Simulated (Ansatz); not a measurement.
**Nb (fcc type): how the settings move a single-point run**

Question: which choices in the input matter for Nb (fcc type)?

Computed with Ansatz 0.2.0 (reference: DFT, PBEsol, all-electron LAPW, scalar-relativistic, unless a step's input says otherwise).

1 further run of the same task is left out (it didn't finish). Runs told in other sessions of the task aren't counted.

**1. The starting structure**

Symmetry: Fm-3m, No. 225, cubic system. The conventional cell has a = 3.417 Å, b = 3.417 Å, c = 3.417 Å, α = 90.00°, β = 90.00°, γ = 90.00°. Nb (site symmetry m-3m) is surrounded by 12 Nb at 2.42 Å.

Structure file:

```cif
data_structure
_symmetry_space_group_name_H-M 'P 1'
_symmetry_Int_Tables_number 1
_cell_length_a 2.4165
_cell_length_b 2.4165
_cell_length_c 2.4165
_cell_angle_alpha 60.000
_cell_angle_beta 60.000
_cell_angle_gamma 60.000
_cell_volume 9.98
loop_
_atom_site_label
_atom_site_type_symbol
_atom_site_fract_x
_atom_site_fract_y
_atom_site_fract_z
_atom_site_occupancy
Nb1 Nb 0.00000 0.00000 0.00000 1
```

**2. Baseline**

input.yaml

```yaml
crystal:
  lattice:
    - [0.0, 1.7087440979, 1.7087440979]
    - [1.7087440979, 0.0, 1.7087440979]
    - [1.7087440979, 1.7087440979, 0.0]
  atoms:
    - { symbol: Nb, position: [0.0, 0.0, 0.0] }
kpoints:
  mp_grid: { grid: [16, 16, 16] }
scf:
  occupations: { method: fermi_dirac, width: 0.05 }
hamiltonian:
  xc: pbesol
  pseudopotentials: { kind: all_electron, lapw: { basis_error: 0.001 } }
output:
  forces: true
  stress: true
  eigenvalues: true
  populations: true
```

On the command line:

```sh
$ ansatz run input.yaml --threads 1 --pin off --max-ram 2048MiB --backend cpu --events-out ev --progress --plain --runs-dir out
```

**3. Changing settings: xc pbe, dispersion d4**

input.yaml, as its differences from that of step 2:

```diff
@@ -12,4 +12,5 @@
 hamiltonian:
-  xc: pbesol
+  xc: pbe
   pseudopotentials: { kind: all_electron, lapw: { basis_error: 0.001 } }
+  dispersion: d4
 output:
```

Q: Predict the outcome of this session. Wanted: for each run, ending; energy change; pressure; gap; force.

As calculated:

| run | ending | energy change | pressure (GPa) | gap (eV) | force (eV/Å) | cycles | time |
| --- | --- | --- | --- | --- | --- | --- | --- |
| reference | converged | - | 286.4 | 0.00 | 0.00 | 5 | 12 s |
| 1: xc pbe, dispersion d4 | converged | not comparable | 293.7 | 0.00 | 0.00 | 5 | 12 s |

Residual by cycle in the longest SCF loop of each run; runs are numbered as in the table. The quantity is the density residual dr2, in eV.

| cycle | reference | run 1 |
| --- | --- | --- |
| 1 | 0.041 | 0.0389 |
| 2 | 0.0119 | 0.0118 |
| 3 | 0.00122 | 0.00125 |
| 4 | 1.6e-5 | 1.6e-5 |
| 5 | 9.6e-9 | 8.6e-9 |

After a change of functional the difference of the totals has no physical meaning; the pressure goes from 286.4 to 293.7 GPa. The dispersion term changed too. The structure is not at rest: the sound run finds 286 GPa, so these are no properties of the relaxed crystal. 
